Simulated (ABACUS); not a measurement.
# Fe (Im-3m) in ABACUS: equation of state

How stiff is Fe in PBE, and what volume does it want? The cell is scaled to several volumes.

Everything below comes from runs of ABACUS 3.10.1. Logs are shortened: lines on timing, memory, paths and dates and some standing lists are left out, and cuts for length are marked.

**Measured values to compare with.**

From “Pressure Induced Densification and Compression in a Reprocessed Borosilicate Glass”, 2018, pmc:5793612, for a bulk crystal of Fe: bulk modulus 166.4 GPa.

How close the calculation comes is told below.

**1. The crystal as given**

Symmetry: Im-3m, No. 229, cubic system. Conventional cell: a = 2.886 Å, b = 2.886 Å, c = 2.886 Å, α = 90.00°, β = 90.00°, γ = 90.00°. Fe (site symmetry m-3m) has 8 Fe at 2.50 Å as nearest neighbours.

**2. Equation of state, PBE, collinear spin, ferromagnetic start, 11.30 Å³/atom (volume scaled by 0.94)**

Input file INPUT:

```
INPUT_PARAMETERS
suffix              Fe
calculation         scf
basis_type          pw
pseudo_dir          ./
symmetry            1
dft_functional      pbe
ecutwfc             90
pseudo_rcut         10
nspin               2
nbands              14
ks_solver           dav
smearing_method     fd
smearing_sigma      0.00367493
scf_thr             1e-08
scf_nmax            100
mixing_type         broyden
mixing_beta         0.4
cal_force           1
cal_stress          1
kpar                4
```

Input file STRU:

```
ATOMIC_SPECIES
Fe 55.8450 Fe.upf

LATTICE_CONSTANT
1.8897261246

LATTICE_VECTORS
-1.4135427549 1.4135427549 1.4135427549
1.4135427549 -1.4135427549 1.4135427549
1.4135427549 1.4135427549 -1.4135427549

ATOMIC_POSITIONS
Direct

Fe
0.0
1
0.0000000000 0.0000000000 0.0000000000 1 1 1 mag 3
```

Input file KPT:

```
K_POINTS
0
Gamma
13 13 13 0 0 0
```

Potentials or basis: PseudoDojo NC SR 0.4.1 PBE standard, plane waves.

Started as:

```bash
> OMP_NUM_THREADS=1 mpirun -np 4 abacus > log
```

running log:

```text
ABACUS v3.10.1

               Atomic-orbital Based Ab-initio Computation at UStc

 ------------------------------------------------------------------------------------

 READING GENERAL INFORMATION
                           global_out_dir = OUT.Fe/
                           global_in_card = INPUT
                               pseudo_dir = ./
                              orbital_dir =
                                    DSIZE = 4
                                    GSIZE = 1

 READING UNITCELL INFORMATION
                                    ntype = 1
                  lattice constant (Bohr) = 1.88973
              lattice constant (Angstrom) = 1

 READING ATOM TYPE 1
                               atom label = Fe
                      L=0, number of zeta = 1
                      L=1, number of zeta = 1
                      L=2, number of zeta = 1
             number of atom for this type = 1
               magnetization of element 1 = 3

                        TOTAL ATOM NUMBER = 1
DIRECT COORDINATES
    atom                   x                   y                   z     mag                  vx                  vy                  vz
taud_Fe1            0.0000000000        0.0000000000        0.0000000000  3.0000        0.0000000000        0.0000000000        0.0000000000

                          Volume (Bohr^3) = 76.2401
                             Volume (A^3) = 11.2976

 Lattice vectors: (Cartesian coordinate: in unit of a_0)
             -1.41354            +1.41354            +1.41354
             +1.41354            -1.41354            +1.41354
             +1.41354            +1.41354            -1.41354
 Reciprocal vectors: (Cartesian coordinate: in unit of 2 pi/a_0)
                   +0           +0.353721           +0.353721
            +0.353721                  +0           +0.353721
            +0.353721           +0.353721                  +0
 The esolver type has been set to : ksdft_pw

                PAO radial cut off (Bohr) = 10

 Read in pseudopotential file is Fe.upf
                     pseudopotential type = NC
          exchange-correlation functional = PBE
                 nonlocal core correction = 1
                        valence electrons = 16
                                     lmax = 2
                           number of zeta = 4
                     number of projectors = 6
                           L of projector = 0
                           L of projector = 0
                           L of projector = 1
                           L of projector = 1
                           L of projector = 2
                           L of projector = 2
     initial pseudo atomic orbital number = 10
 The readin total magnetization is 3

 SETUP THE ELECTRONS NUMBER
            electron number of element Fe = 16
      total electron number of element Fe = 16
            AUTOSET number of electrons:  = 16
                           occupied bands = 8
                                   NBANDS = 14
                                   NLOCAL = 9

%%%%%%%%%%%%%%%%%%%%%%%%%%%%%%%%%%%%%%%%%%%%%%%%%%%%%%%%%%%%%%%%%%%%%%%%%%%%%%%%%%%%%%%%%%%%%%%%%%%%%%%%%%
 Warning: the number of valence electrons in pseudopotential > 8 for Fe: [Ar] 3d6 4s2
 Pseudopotentials with additional electrons can yield (more) accurate outcomes, but may be less efficient.
 If you're confident that your chosen pseudopotential is appropriate, you can safely ignore this warning.
%%%%%%%%%%%%%%%%%%%%%%%%%%%%%%%%%%%%%%%%%%%%%%%%%%%%%%%%%%%%%%%%%%%%%%%%%%%%%%%%%%%%%%%%%%%%%%%%%%%%%%%%%%

 SETUP THE PLANE WAVE BASIS
 energy cutoff for charge/potential (unit:Ry) = 360
            fft grid for charge/potential = [ 27, 27, 27 ]
                        fft grid division = [ 1, 1, 1 ]
        big fft grid for charge/potential = [ 27, 27, 27 ]
                                     nbxx = 19683
                                     nrxx = 19683

 SETUP PLANE WAVES FOR CHARGE/POTENTIAL
                    number of plane waves = 8781
                         number of sticks = 571

 PARALLEL PW FOR CHARGE/POTENTIAL
     PROC   COLUMNS(POT)             PW
        1            571           8781
 --------------- sum -------------------
        1            571           8781
                            number of |g| = 121
                                  max |g| = 32.5309
                                  min |g| = 0

----------- Double Check Mixing Parameters Begin ------------
mixing_type: broyden
mixing_beta: 0.4
mixing_gg0: 1
mixing_gg0_min: 0.1
mixing_beta_mag: 1.6
mixing_gg0_mag: 0
mixing_ndim: 8
[... 37 lines left out ...]
                     BRAVAIS LATTICE NAME = 03. Cubic F (face-centered)
                                    ibrav = 3
                       right hand lattice = 1
(for k-lattice: )
                             BRAVAIS TYPE = 3
                     BRAVAIS LATTICE NAME = 03. Cubic F (face-centered)
                                    ibrav = 3
                       right hand lattice = 1
                        ROTATION MATRICES = 48
                               nkstot_ibz = 84
K-POINTS REDUCTION ACCORDING TO SYMMETRY
     IBZ    DIRECT_X    DIRECT_Y    DIRECT_Z  WEIGHT  ibz2bz
       1  0.00000000  0.00000000  0.00000000  0.0005       0
       2 -0.07692308  0.07692308  0.00000000  0.0055       1
       3 -0.15384615  0.15384615  0.00000000  0.0055       2
       4 -0.23076923  0.23076923  0.00000000  0.0055       3
       5 -0.30769231  0.30769231  0.00000000  0.0055       4
       6 -0.38461538  0.38461538  0.00000000  0.0055       5
[... 22 lines left out ...]
      29 -0.15384615 -0.23076923  0.46153846  0.0218     198
      30  0.46153846  0.30769231  0.15384615  0.0218     199
[... 54 further k points ...]

                               nkstot now = 84
[... K-POINTS DIRECT COORDINATES: 84 rows ...]

           k-point number in this process = 21
       minimum distributed K point number = 21
[... stars of the k points ...]
                             nks(nspin=2) = 42
                          nkstot(nspin=2) = 168

[... K-POINTS CARTESIAN COORDINATES: 42 rows ...]

[... K-POINTS DIRECT COORDINATES: 42 rows ...]

 SETUP PLANE WAVES FOR WAVE FUNCTIONS
     energy cutoff for wavefunc (unit:Ry) = 90
              fft grid for wave functions = [ 27, 27, 27 ]
                    number of plane waves = 1601
                         number of sticks = 181

 PARALLEL PW FOR WAVE FUNCTIONS
     PROC   COLUMNS(POT)             PW
        1            181           1601
 --------------- sum -------------------
        1            181           1601

 SETUP NONLOCAL PSEUDOPOTENTIALS IN PLANE WAVE BASIS
 Fe non-local projectors:
 projector 1 L=0
 projector 2 L=0
 projector 3 L=1
 projector 4 L=1
 projector 5 L=2
 projector 6 L=2
      TOTAL NUMBER OF NONLOCAL PROJECTORS = 18

 Init Non-Local PseudoPotential table :
 Init Non-Local-Pseudopotential done.

                                     npwx = 1104

 Make real space PAO into reciprocal space.
       max mesh points in Pseudopotential = 1001
     dq(describe PAO in reciprocal space) = 0.01
                                    max q = 1143

 number of pseudo atomic orbitals for Fe is 4
WARNING: norm of atomic wavefunction # 4 of atomic type Fe is 0.999905, renormalized

 -------------------------------------------
 SELF-CONSISTENT
 -------------------------------------------
                                 init_chg = atomic

 PW ALGORITHM --------------- ION=   1  ELEC=   1--------------------------------
 Notice: Threshold on eigenvalues was too large.
 hsover_error=0.16 > DRHO=0.036015
 Origin diag ethr = 0.01
 New diag ethr = 0.000225094
          total magnetism (Bohr mag/cell) = 2.41638
       absolute magnetism (Bohr mag/cell) = 2.43631
                        nelec for spin up = 9.20819
                      nelec for spin down = 6.79181

 Density error is 0.0362550957397
                          Error Threshold = 0.000225093745931
----------------------------------------------------------
     Energy           Rydberg                 eV
----------------------------------------------------------
 E_KohnSham     -250.6659704564      -3410.4854929072
 E_Harris       -252.0682247057      -3429.5641407418
 E_Fermi        1.4002205889         19.0509784664
----------------------------------------------------------
[... 103 lines left out ...]
 Density error is 2.80400363866e-09
                          Error Threshold = 2.12898829727e-10
----------------------------------------------------------
     Energy           Rydberg                 eV
----------------------------------------------------------
 E_KohnSham     -250.6781690476      -3410.6514632546
 E_KS(sigma->0) -250.6778260108      -3410.6467959990
 E_Harris       -250.6783878245      -3410.6544398671
 E_band         -15.3927365761       -209.4289252483
 E_one_elec     -101.7497596743      -1384.3765017017
 E_Hartree      61.0331771105        830.3989757456
 E_xc           -35.5747184582       -484.0188757769
 E_Ewald        -174.3861819519      -2372.6457270103
 E_entropy(-TS) -0.0006860737        -0.0093345113
 E_descf        0.0000000000         0.0000000000
 E_exx          0.0000000000         0.0000000000
 E_Fermi        1.3721637188         18.6692451650
----------------------------------------------------------

 charge density convergence is achieved
 final etot is -3410.6514633 eV
 EFERMI = 18.669245165 eV

 STATE ENERGY(eV) AND OCCUPATIONS    NSPIN == 2
SPIN UP :
 1/21 kpoint (Cartesian) = 0.0000 0.0000 0.0000 (1061 pws)
       1       -69.3425    0.000455166
       2       -35.2148    0.000455166
       3       -35.2148    0.000455166
       4       -35.2148    0.000455166
       5        10.1894    0.000455166
       6        16.3075    0.000455166
       7        16.3075    0.000455166
       8        16.3075    0.000455166
       9        17.5155    0.000455166
      10        17.5155    0.000455166
      11        43.1747        0.00000
      12        43.1747        0.00000
      13        43.1747        0.00000
      14        48.7125        0.00000
[... 66 lines left out ...]
       1       -69.2714     0.00546199
       2       -35.5842     0.00546199
       3       -35.3386     0.00546199
       4       -35.2147     0.00546199
       5        13.6128     0.00546199
       6        15.3410     0.00546199
       7        17.3137     0.00546199
       8        17.6714     0.00546199
       9        17.7703     0.00546199
      10        18.6296     0.00376062
      11        28.6776        0.00000
      12        37.4702        0.00000
      13        39.7735        0.00000
      14        42.2120        0.00000

[... levels at 36 further k points ...]

------------------------------------------------------------------------------------------
 TOTAL-FORCE (eV/Angstrom)
------------------------------------------------------------------------------------------
                       Fe1         0.0000000000         0.0000000000         0.0000000000
------------------------------------------------------------------------------------------

----------------------------------------------------------------
 TOTAL-STRESS (KBAR)
----------------------------------------------------------------
        20.6182713075         0.0000000000         0.0000000000
         0.0000000000        20.6182713075        -0.0000000000
        -0.0000000000        -0.0000000000        20.6182713075
----------------------------------------------------------------
 TOTAL-PRESSURE: 20.618271 KBAR

 --------------------------------------------
 !FINAL_ETOT_IS -3410.6514632546436587 eV
 --------------------------------------------
```

It took 12 s on 4 MPI ranks of Intel Xeon Platinum 8375C at 2.90GHz (Ice Lake), shared host; peak memory 0.28 GiB.

Results:

| Property | Result |
| --- | --- |
| Free energy | -3410.6515 eV |
| Pressure | 2.1 GPa |
| Band gap on the k mesh | none (metal or under the smearing width) |
| Net moment | 2.21 μB per cell |
| Absolute moment | 2.36 μB per cell |

**3. Equation of state, PBE, collinear spin, ferromagnetic start, 11.54 Å³/atom (volume scaled by 0.96)**

INPUT is that of step 2.

Input file STRU:

```
ATOMIC_SPECIES
Fe 55.8450 Fe.upf

LATTICE_CONSTANT
1.8897261246

LATTICE_VECTORS
-1.4234976093 1.4234976093 1.4234976093
1.4234976093 -1.4234976093 1.4234976093
1.4234976093 1.4234976093 -1.4234976093

ATOMIC_POSITIONS
Direct

Fe
0.0
1
0.0000000000 0.0000000000 0.0000000000 1 1 1 mag 3
```

KPT is that of step 2.

Potentials or basis: PseudoDojo NC SR 0.4.1 PBE standard, plane waves.

Started as:

```bash
> OMP_NUM_THREADS=1 mpirun -np 4 abacus > log
```

Run time: 20 s. Hardware: 4 MPI ranks of Intel Xeon Platinum 8375C at 2.90GHz (Ice Lake), shared host; peak memory 0.28 GiB.

It converged, with:

- Free energy: -3410.6524 eV
- Pressure: -1.0 GPa
- Band gap on the k mesh: none (metal or under the smearing width)
- Net moment: 2.29 μB per cell
- Absolute moment: 2.44 μB per cell

**4. Equation of state, PBE, collinear spin, ferromagnetic start, 11.78 Å³/atom (volume scaled by 0.98)**

INPUT is that of step 3.

Input file STRU:

```
ATOMIC_SPECIES
Fe 55.8450 Fe.upf

LATTICE_CONSTANT
1.8897261246

LATTICE_VECTORS
-1.4333151444 1.4333151444 1.4333151444
1.4333151444 -1.4333151444 1.4333151444
1.4333151444 1.4333151444 -1.4333151444

ATOMIC_POSITIONS
Direct

Fe
0.0
1
0.0000000000 0.0000000000 0.0000000000 1 1 1 mag 3
```

KPT is that of step 3.

Started as:

```bash
> OMP_NUM_THREADS=1 mpirun -np 4 abacus > log
```

Run time: 20 s. Hardware: 4 MPI ranks of Intel Xeon Platinum 8375C at 2.90GHz (Ice Lake), shared host; peak memory 0.28 GiB.

The run converged. Its results:

```yaml
Free_energy: -3410.6491 eV
Pressure: -3.6 GPa
Band_gap_on_the_k_mesh: none (metal or under the smearing width)
Net_moment: 2.36 μB per cell
Absolute_moment: 2.52 μB per cell
```

**5. Equation of state, PBE, collinear spin, ferromagnetic start, 12.02 Å³/atom**

INPUT is that of step 4.

Input file STRU:

```
ATOMIC_SPECIES
Fe 55.8450 Fe.upf

LATTICE_CONSTANT
1.8897261246

LATTICE_VECTORS
-1.4430000000 1.4430000000 1.4430000000
1.4430000000 -1.4430000000 1.4430000000
1.4430000000 1.4430000000 -1.4430000000

ATOMIC_POSITIONS
Direct

Fe
0.0
1
0.0000000000 0.0000000000 0.0000000000 1 1 1 mag 3
```

KPT is that of step 4.

Started as:

```bash
> OMP_NUM_THREADS=1 mpirun -np 4 abacus > log
```

Run time: 20 s. Hardware: 4 MPI ranks of Intel Xeon Platinum 8375C at 2.90GHz (Ice Lake), shared host; peak memory 0.28 GiB.

The run converged. Its results:

| Quantity | Value |
| --- | --- |
| Free energy | -3410.6426 eV |
| Pressure | -4.9 GPa |
| Band gap on the k mesh | none (metal or under the smearing width) |
| Net moment | 2.46 μB per cell |
| Absolute moment | 2.63 μB per cell |

(Continued in part 2 of 2.)
